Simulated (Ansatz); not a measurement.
# Sc: equation of state

The task here is to estimate one member of a computed series from the others.

Program: Ansatz 0.2.0. Level of theory: DFT PBEsol, scalar-relativistic. These are calculated values, not measurements.

### The system as given

It takes space group P6_3/mmc (No. 194, hexagonal). Conventional cell: a = 3.291 Å, b = 3.291 Å, c = 5.333 Å, α = 90.00°, β = 90.00°, γ = 120.00°. Sc (site symmetry -6m2) has 12 Sc at 3.27 to 3.29 Å as nearest neighbours.

As a file:

```
Sc
1.0
     3.29122    0.00000    0.00000
    -1.64561    2.85028    0.00000
     0.00000    0.00000    5.33257
Sc
2
Direct
  0.33333 0.66667 0.25000
  0.66667 0.33333 0.75000
```

The cell is one relaxed in the Materials Project, used as it stands.

Atoms are numbered in the order of the input: Sc1, Sc2.

The first run:

Contents of input.yaml:

```yaml
crystal:
  lattice:
    - [3.2467434858, 0.0, 0.0]
    - [-1.6233717429, 2.8117623383, 0.0]
    - [0.0, 0.0, 5.2605017662]
  atoms:
    - { symbol: Sc, position: [0.3333333333, 0.6666666667, 0.25], spin: 1.0 }
    - { symbol: Sc, position: [0.6666666667, 0.3333333333, 0.75], spin: 1.0 }
magnetization:
  spin_polarized: true
kpoints:
  mp_grid: { grid: [14, 14, 8] }
scf:
  occupations: { method: fermi_dirac, width: 0.08 }
hamiltonian:
  xc: pbesol
  pseudopotentials: { kind: all_electron, lapw: { basis_error: 0.00025 } }
output:
  forces: true
  stress: true
  eigenvalues: true
```

Steps of the session up to this table: Volume × 0.96, LAPW; Volume × 0.96, PAW; Volume × 0.96, crystal datasets; Volume × 0.98, LAPW; Volume × 0.98, PAW; Volume × 1.02, LAPW; Volume × 1.02, PAW; Volume × 1.04, LAPW; Volume × 1.04, PAW; Volume × 1.04, crystal datasets.

One table of the session follows, with a row left open; its other results are not shown here.

It belongs to the step «The equation of state». 

| method | volume (Å³/atom) | pressure (GPa) |
| --- | --- | --- |
| LAPW | 24.012 | -0.64 |
| LAPW | 24.512 | -1.73 |
| LAPW | 25.012 | -2.72 |
| LAPW | 25.512 | -3.63 |
| LAPW | 26.013 | -4.46 |
| PAW | 24.012 | -0.65 |
| PAW | 24.512 | -1.73 |
| PAW | 25.012 | ? |
| PAW | 25.512 | -3.63 |
| PAW | 26.013 | -4.46 |
| crystal datasets | 24.012 | -0.64 |
| crystal datasets | 25.012 | -2.72 |
| crystal datasets | 26.013 | -4.46 |

**Question.** Estimate the row for PAW, 25.012.

As computed: pressure (GPa): -2.73. In the column «pressure (GPa)» it lies between PAW, 25.512 (-3.63) and LAPW, 25.012 (-2.72).

To keep in mind: Warnings in the runs' records: seeded moment not kept, crystal datasets made.
